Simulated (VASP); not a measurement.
# Rh: relaxation of cell and atoms with LDA

The system is Rh.

```
CELL_PARAMETERS angstrom
0.00000 1.87850 1.87850
1.87850 0.00000 1.87850
1.87850 1.87850 0.00000
ATOMIC_POSITIONS crystal
Rh 0.00000 0.00000 0.00000
```

```
Program                : VASP 6.6.1
Task                   : relaxation of cell and atoms
Functional             : LDA
Potentials or basis    : VASP PAW LDA potentials, release 64 (Rh_pv)
Cutoff                 : 600 eV
k mesh                 : 16 × 16 × 16
Occupations            : methfessel-paxton, width 0.1 eV
Spin                   : no spin polarisation
Further INCAR settings : ALGO = Normal; EDIFF = 1e-07; IBRION = 2; EDIFFG = -0.005; NSW = 90; ISIF = 3
```

```
Pressure after relaxing : 0.0 GPa
Band gap on the k mesh  : none (metal or under the smearing width)
```

Final structure:
```
Rh
1.0
     0.00000    1.87850    1.87850
     1.87850    0.00000    1.87850
     1.87850    1.87850    0.00000
Rh
1
Cartesian
  0.0000 0.0000 0.0000
```

Levels at points of the mesh, in eV from the Fermi level:
```tsv
k point	band 3	band 4	band 5	band 6	band 7	band 8	band 9	band 10	band 11
(0.00, 0.00, 0.00)	-46.21	-8.29	-3.28	-3.28	-3.28	-1.02	-1.02	15.92	20.27
(0.50, 0.00, 0.00)	-46.33	-6.47	-3.35	-3.35	0.64	0.64	0.67	8.98	15.46
(0.50, 0.50, 0.00)	-46.52	-6.68	-6.31	0.62	1.07	1.07	3.26	12.73	13.43
```

It took 7.2 s on 1 thread of Intel(R) Xeon(R) 6975P-C (Granite Rapids), with other jobs on the host, peak memory 0.14 GiB.

Caveat: the relaxation stopped at its first step, so nothing moved.
